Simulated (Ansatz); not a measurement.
Density of states of In$_{3}$Sb (Pm-3m, a = 4.786 Å, b = 4.786 Å, c = 4.786 Å, α = 90.00°, β = 90.00°, γ = 90.00°), in states per eV and primitive cell, averaged over bins of 0.5 eV. Computed with DFT r2SCAN, scalar-relativistic, plane waves, PAW (Ansatz).

Settings: cutoff 500 eV, Γ-centred mesh 10×10×10 on the computed 4-atom cell, Gaussian smearing of 0.10 eV; no spin polarisation.

The cell is relaxed at this level. The states (both spins) are summed by tetrahedra on a 15×15×15 mesh at the self-consistent density. Energies are bin centres; the table starts no lower than −8 eV and ends at 6 eV, or lower where the solved bands end.

It is a metal at this level.

```tsv
E − E_F (eV)	total	In 5p	Sb 5p	In 5s	Sb 5s
-7.70	0.47	0.15	0.09	0.22	0.01
-7.20	1.11	0.36	0.18	0.48	0.07
-6.70	1.62	0.49	0.23	0.69	0.19
-6.20	0.77	0.22	0.12	0.34	0.08
-5.70	1.18	0.33	0.25	0.52	0.07
-5.20	1.71	0.48	0.34	0.77	0.11
-4.70	1.48	0.42	0.23	0.72	0.11
-4.20	1.43	0.42	0.20	0.69	0.11
-3.70	1.23	0.45	0.24	0.48	0.04
-3.20	1.49	0.60	0.34	0.49	0.05
-2.70	1.47	0.66	0.44	0.32	0.03
-2.20	1.93	0.85	0.70	0.32	0.04
-1.70	2.09	0.78	0.74	0.49	0.05
-1.20	1.95	0.69	0.63	0.55	0.06
-0.70	1.98	0.65	0.72	0.52	0.05
-0.20	2.31	0.63	0.93	0.65	0.04
0.30	1.25	0.54	0.33	0.31	0.03
0.80	2.19	1.19	0.46	0.39	0.08
1.30	1.51	0.91	0.30	0.18	0.05
1.80	2.07	1.27	0.33	0.27	0.08
2.30	2.59	1.63	0.45	0.29	0.06
2.80	2.33	1.50	0.41	0.23	0.04
3.30	2.57	1.69	0.47	0.19	0.03
3.80	2.77	1.79	0.50	0.23	0.03
4.30	2.80	1.90	0.46	0.19	0.03
4.80	2.28	1.53	0.39	0.14	0.02
5.30	2.15	1.47	0.31	0.14	0.02
```

The columns after the total are the Löwdin projections on the occupied valence shells of the potentials. The rest of the total lies in shells that are empty in the free atom, which aren't projected, and between the atoms.

Spin-orbit coupling is left out, which matters for the bands of heavy elements.

Whether In3Sb exists in this form wasn't checked.